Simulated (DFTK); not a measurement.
# PbS (Cmcm) in DFTK: reference runs

Aim: a first look at PbS with PBEsol, on the cell as given.

Everything below comes from runs of DFTK 0.8.2. Logs are shortened: lines on timing, memory, paths and dates and some standing lists are left out, and cuts for length are marked.

### 1 The crystal as given

Symmetry: Cmcm, No. 63, orthorhombic system. Conventional cell: a = 4.160 Å, b = 11.983 Å, c = 4.279 Å, α = 90.00°, β = 90.00°, γ = 90.00°. Pb (site symmetry m2m) is surrounded by 5 S at 2.69 to 2.99 Å. S (site symmetry m2m) is surrounded by 5 Pb at 2.69 to 2.99 Å.

Measurements of this composition are mostly on another form, of space group No. 225.

### 2 Single point, PBEsol

The input, run.jl:

```julia
using DFTK
using PseudoPotentialData
using Unitful, UnitfulAtomic
using LinearAlgebra, Printf
include("save.jl")
disable_threading()

# lattice vectors are the columns
lattice = austrip(1u"Å") * [   2.079952695    2.079952695            0.0;
             -5.991296865    5.991296865            0.0;
                      0.0            0.0     4.27932094]
symbols   = [:Pb, :Pb, :S, :S]
positions = [[0.13056335, 0.86943665, 0.25],
             [0.86943665, 0.13056335, 0.75],
             [0.35479709, 0.64520291, 0.25],
             [0.64520291, 0.35479709, 0.75]]
pseudopotentials = PseudoFamily("dojo.nc.sr.pbesol.v0_4_1.standard.upf")
elements = Dict(s => ElementPsp(s, pseudopotentials) for s in unique(symbols))
atoms    = [elements[s] for s in symbols]

build_model(lattice, positions; symmetries=true) =
    model_DFT(lattice, atoms, positions;
              functionals=PBEsol(),
              temperature=austrip(0.05u"eV"),
              smearing=Smearing.FermiDirac(),
              symmetries)
Ecut  = 34.0  # hartree
kgrid = [7, 7, 6]
tol   = 1e-6
to_GPa = ustrip(uconvert(u"GPa", 1u"hartree/bohr^3"))

model = build_model(lattice, positions)
basis = PlaneWaveBasis(model; Ecut, kgrid)
display(basis)
scfres = self_consistent_field(basis;
                               tol,
                               nbandsalg=AdaptiveBands(model; n_bands_converge=25))
display(scfres.energies)
@printf "Fermi level: %.6f eV\n" ustrip(auconvert(u"eV", something(scfres.εF, NaN)))
forces = compute_forces_cart(scfres)
println("Forces (eV/Å)")
for (s, f) in zip(symbols, forces)
    @printf "%-3s %12.6f %12.6f %12.6f\n" s ustrip.(auconvert.(u"eV/Å", f))...
end
stress = compute_stresses_cart(scfres)
println("Stress (GPa)")
display(round.(stress * to_GPa; digits=4))
println("Levels at the first k-point (eV): ", round.(ustrip.(auconvert.(u"eV", scfres.eigenvalues[1][1:scfres.n_bands_converge])); digits=4))
save_scf!(scfres; forces, stress)
```

Potentials or basis: dojo.nc.sr.pbesol.v0_4_1.standard.upf (PBEsol).

Launch:

```
julia --threads=1 run.jl  # save.jl only writes the numbers to a file and isn't shown; printed stress counts tension as positive; times include loading and compiling
```

The log of the run:

```text
PlaneWaveBasis discretization:

    Ecut                 : 34.0 Ha
    fft_size             : (72, 72, 48), 248832 total points
    kgrid                : MonkhorstPack([7, 7, 6])
    num.   red. kpoints  : 294
    num. irred. kpoints  : 64

    Discretized Model(gga_x_pbe_sol+gga_c_pbe_sol, 3D):
        lattice (in Bohr)    : [3.93054   , 3.93054   , 0         ]
                               [-11.3219  , 11.3219   , 0         ]
                               [0         , 0         , 8.08674   ]
        unit cell volume     : 719.74 Bohr³

        atoms                : Pb₂S₂
        pseudopot. family    : PseudoFamily("dojo.nc.sr.pbesol.v0_4_1.standard.upf")

        num. electrons       : 40
        spin polarization    : none
        temperature          : 0.0018375 Ha
        smearing             : DFTK.Smearing.FermiDirac()

        terms                : Kinetic()
                               AtomicLocal()
                               AtomicNonlocal()
                               Ewald(nothing)
                               PspCorrection()
                               Hartree()
                               Xc(gga_x_pbe_sol, gga_c_pbe_sol)
                               Entropy()
n     Energy            log10(ΔE)   log10(Δρ)   Diag   Δtime
---   ---------------   ---------   ---------   ----   ------
  1   -162.5769295382                   -0.83    4.7    62.6s
  2   -162.6382337766       -1.21       -1.39    1.6    31.0s
  3   -162.6449447961       -2.17       -1.79    3.0    42.5s
  4   -162.6450252870       -4.09       -2.27    1.0    27.1s
  5   -162.6450439958       -4.73       -2.76    2.0    30.5s
  6   -162.6450462336       -5.65       -3.13    2.3    34.0s
  7   -162.6450468510       -6.21       -3.54    1.9    32.5s
  8   -162.6450469688       -6.93       -3.82    2.0    39.7s
  9   -162.6450469835       -7.83       -4.58    1.1    28.6s
 10   -162.6450469856       -8.67       -5.06    3.0    40.3s
 11   -162.6450469857       -9.95       -5.31    1.8    29.1s
 12   -162.6450469858      -10.37       -5.99    2.0    37.1s
 13   -162.6450469858      -12.17       -6.20    1.8    29.7s
Energy breakdown (in Ha):
    Kinetic             76.7282574
    AtomicLocal         -95.8013239
    AtomicNonlocal      -25.7182497
    Ewald               -109.4852571
    PspCorrection       5.8960344
    Hartree             31.6245535
    Xc                  -45.8890616
    Entropy             -0.0000000

    total               -162.645046985752
Fermi level: 4.152574 eV
Forces (eV/Å)
Pb      0.000000    -0.004776     0.000000
Pb      0.000000     0.004776     0.000000
S       0.000000    -0.053396     0.000000
S      -0.000000     0.053396    -0.000000
Stress (GPa)
3×3 StaticArraysCore.SMatrix{3, 3, Float64, 9} with indices SOneTo(3)×SOneTo(3):
  1.9164  -0.0     0.0
 -0.0      1.2373  0.0
  0.0      0.0     2.0692
Levels at the first k-point (eV): [-12.7241, -12.6129, -12.6064, -12.5928, -12.5653, -12.5509, -12.5495, -12.5422, -12.5334, -12.4905, -9.3669, -7.5431, -3.2336, -2.2665, -0.6303, 0.6627, 1.2288, 1.9637, 2.1478, 3.1373, 8.2052, 8.2102, 8.4389, 9.1427, 9.366]
```

It took 13 min on 1 thread of AMD EPYC 7R43 (Zen 3), shared host; peak memory 4.3 GiB.

Results:

```
Free energy            : -4425.7972 eV
Pressure               : -1.7 GPa
Largest force          : 0.053 eV/Å
Band gap on the k mesh : 1.15 eV, indirect (least direct gap 1.33 eV)
```

Forces in eV/Å, atoms in the order of the input:
```
Pb   0.000 -0.005  0.000
Pb   0.000  0.005  0.000
S    0.000 -0.053  0.000
S    0.000  0.053  0.000
```

Levels at points of the mesh, in eV from the valence-band top:
```tsv
k point	band 18	band 19	band 20	band 21	band 22	band 23
(0.00, 0.00, 0.00)	-1.58	-1.40	-0.41	4.66	4.66	4.89
(0.00, 0.00, -0.50)	-1.04	-0.05	-0.05	1.80	1.80	2.79
```

Caveat: spin-orbit coupling is left out, which as a rule narrows the gap of such compounds by several tenths of an eV; an odd mesh through Γ misses points on the zone boundary, where band edges often lie.
